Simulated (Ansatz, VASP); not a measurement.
# Te in VASP and in Ansatz

```
Te
1.0
     4.25082    0.00000    0.00000
    -2.12541    3.68132    0.00000
     0.00000    0.00000    6.15425
Te
3
Cartesian
  1.1642 0.0000 2.0514
  -0.5821 1.0083 4.1028
  1.5433 2.6731 0.0000
```

Change from the starting cell: epitaxial_xy strain -4.9%.

Alike in both runs: task single point; functional r2SCAN; k mesh 6 × 6 × 4; occupations fermi-dirac, width 0.02 eV; no spin polarisation.

```csv
,VASP,Ansatz
version,VASP 6.6.1,Ansatz 0.2.0
potentials or method,"VASP PAW PBE potentials, release 64 (Te)","plane waves, PAW"
plane-wave cutoff (eV),520,500
valence electrons in the cell,18,48
```

VASP gave:

- pressure (GPa): 2.2
- largest component of the traceless stress (GPa): 1.30
- rms of the force components (eV/Å): 0.004

Estimate Ansatz's values.

pressure (GPa): 2.2; largest component of the traceless stress (GPa): 1.35; rms of the force components (eV/Å): 0.010.

Atom by atom the forces differ by 0.014 eV/Å (rms over components). The two sets of potentials don't hold the same shells in valence.

Caveats: the PAW data sets were made with another functional, which shifts forces and pressure a little (VASP). The runs have no spin-orbit coupling, so splittings on Te are missing.
